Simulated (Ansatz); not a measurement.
# HgTe: the cost of one run

Computed with Ansatz 0.2.0 (DFT PBE, scalar-relativistic, plane waves, PAW, unless a step's input says otherwise).

## Step 1: Starting point

It takes space group F-43m (No. 216, cubic). Conventional cell: a = 6.447 Å, b = 6.447 Å, c = 6.447 Å, α = 90.00°, β = 90.00°, γ = 90.00°. Around Hg (site symmetry -43m) lie 4 Te at 2.79 Å. Around Te (site symmetry -43m) lie 4 Hg at 2.79 Å.

As a file:

```
CELL_PARAMETERS angstrom
0.00000 3.22350 3.22350
3.22350 0.00000 3.22350
3.22350 3.22350 0.00000
ATOMIC_POSITIONS crystal
Hg 0.00000 0.00000 0.00000
Te 0.75000 0.75000 0.75000
```

The structure comes from the Crystallography Open Database.

## Step 2: A change within the space group

Against the listed cell: strain xx, yy, zz, yz, xz, xy = +1.6, +1.6, +1.6, +0.0, +0.0, +0.0 %.

Input file input.yaml:

```yaml
crystal:
  lattice:
    - [0.0, 3.27404448, 3.27404448]
    - [3.27404448, 0.0, 3.27404448]
    - [3.27404448, 3.27404448, 0.0]
  atoms:
    - { symbol: Hg, position: [0.0, 0.0, 0.0] }
    - { symbol: Te, position: [0.75, 0.75, 0.75] }
basis:
  ecutwfc: 420
kpoints:
  mp_grid: { grid: [12, 12, 12] }
hamiltonian:
  xc: pbe
scf:
  occupations: { method: gaussian, width: 0.1 }
output:
  forces: true
  stress: true
  eigenvalues: true
  populations: true
```

What time and memory should one allow on 1 thread of an Arm CPU, shared host?

About 11 s, with a peak of 0.4 GiB.
